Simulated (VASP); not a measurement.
Crystal: GaSb.

```
CELL_PARAMETERS angstrom
0.00000 3.05900 3.05900
3.05900 0.00000 3.05900
3.05900 3.05900 0.00000
ATOMIC_POSITIONS crystal
Sb 0.75000 0.75000 0.75000
Ga 0.00000 0.00000 0.00000
```

| Item | Value |
| --- | --- |
| Program | VASP 6.6.1 |
| Task | relaxation of cell and atoms |
| Functional | optPBE-vdW |
| Potentials or basis | VASP PAW PBE potentials, release 64 (Sb, Ga_d) |
| Cutoff | 600 eV |
| k mesh | 8 × 8 × 8 |
| Occupations | fermi-dirac, width 0.05 eV |
| Spin | no spin polarisation |

At the start: pressure 3.0 GPa; volume 28.62 Å³/atom.

Task: How do energy, volume and symmetry change on relaxing?

Result: Over 3 steps the energy falls by 15.8 meV/atom and the volume is 30.40 Å³/atom (+6.2 %); space group F-43m (No. 216, to 0.05 Å).

Step by step:
```tsv
step	energy change (eV)	largest force (eV/Å)	pressure (GPa)	volume (Å³)
1	0.0000	0.0000	2.99	57.25
2	-0.0296	0.0000	-0.67	61.79
3	-0.0316	0.0000	0.02	60.81
```

Final structure:
```
CELL_PARAMETERS angstrom
0.00000 3.12115 3.12115
3.12115 0.00000 3.12115
3.12115 3.12115 0.00000
ATOMIC_POSITIONS crystal
Sb 0.75000 0.75000 0.75000
Ga 0.00000 0.00000 0.00000
```

Caveat: the PAW data sets were made with another functional, which shifts forces and pressure a little.
